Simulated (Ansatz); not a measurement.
**ZnS (Wurtzite-6H) under changes of volume**

One of the cells (19.600 Å³/atom); the others are scaled copies at fixed shape and fractional positions:

```
CELL_PARAMETERS angstrom
3.81200 0.00000 0.00000
-1.90600 3.30129 0.00000
0.00000 0.00000 18.68999
ATOMIC_POSITIONS crystal
Zn 0.33333 0.66667 0.83333
Zn 0.66667 0.33333 0.33333
Zn 0.66667 0.33333 0.66667
Zn 0.33333 0.66667 0.16667
Zn 0.00000 0.00000 0.50000
Zn 0.00000 0.00000 0.00000
S 0.33333 0.66667 0.95833
S 0.66667 0.33333 0.45833
S 0.66667 0.33333 0.79167
S 0.33333 0.66667 0.29167
S 0.00000 0.00000 0.62500
S 0.00000 0.00000 0.12500
```

| Quantity | Value |
| --- | --- |
| Program | Ansatz 0.2.0 |
| Functional | exchange-only PBE |
| Potentials or basis | Ansatz PAW |
| Cutoff | 420 eV (not typed: the program's choice for these potentials) |
| k mesh | 8 × 8 × 2 |
| Occupations | fermi-dirac, width 0.05 eV |
| Spin | no spin polarisation |

| volume (Å³/atom) | energy over the lowest point (meV/atom) | pressure (GPa) | gap on the mesh (eV) | largest force (eV/Å) |
| --- | --- | --- | --- | --- |
| 18.424 | ? | ? | ? | ? |
| 18.816 | 146.68 | 17.0 | 2.40 | 0.052 |
| 19.208 | 107.78 | 14.8 | 2.30 | 0.048 |
| 19.600 | 74.12 | 12.8 | 2.20 | 0.045 |
| 19.992 | 45.21 | 10.9 | 2.11 | 0.042 |
| 20.384 | 20.64 | 9.2 | 2.01 | 0.040 |
| 20.776 | 0.00 | 7.7 | 1.93 | 0.037 |

Task: What does the run at 18.424 Å³/atom give?

Result: Energy over the lowest point 191.37 meV/atom; pressure 19.5 GPa; gap on the mesh 2.50 eV; largest force 0.055 eV/Å.

Worked out: A Birch-Murnaghan fit of order 3 (a polynomial in V^(-2/3)) to the other rows has no minimum within the range. It gives 191.35 meV/atom at 18.424 Å³/atom, against the run's 191.37, and -dE/dV = 19.5 GPa, against 19.5. A straight line through the other rows of the gap, of slope -4.77 eV per unit of ln V (its deformation potential), extrapolates to 2.50 eV, against the run's 2.50.

Energies are extrapolated to zero smearing.

Caveats: the cell's inner coordinates are idealised or old, which leaves forces on the atoms; the PAW data sets come from PBE, with cores solved anew for the run's functional, which leaves a small shift of forces and pressure.

A mesh can miss the band edges.
